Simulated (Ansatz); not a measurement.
Crystal: NaI.

```
I Na
1.0
     0.00000    3.23640    3.23640
     3.23640    0.00000    3.23640
     3.23640    3.23640    0.00000
I Na
1 1
Direct
  0.50000 0.50000 0.50000
  0.00000 0.00000 0.00000
```

Base run:

```yaml
Program: Ansatz 0.2.0
Functional: PBEsol
Potentials_or_basis: all-electron LAPW, scalar-relativistic
Cutoff: 133 eV (chosen from the basis error)
Basis_error_allowed: 0.001 eV/atom
k_mesh: 5 × 5 × 5
Occupations: fermi-dirac, width 0.05 eV
Spin: no spin polarisation
```

Its results: band gap on the k mesh 3.51 eV, direct; pressure -0.5 GPa.

**Question.** The run is repeated on the same cell with these changes: potentials or basis from all-electron LAPW, scalar-relativistic to all-electron LAPW, relativistic spinors; spin from no spin polarisation to spin-orbit coupling, no magnetisation. What comes out?

**Answer.** Band gap on the k mesh 3.17 eV, direct; pressure -0.5 GPa.

Spin-orbit coupling splits the band edges, which narrows the gap.

Caveats: spin-orbit coupling is left out, which moves the levels of the heavy elements (some runs).
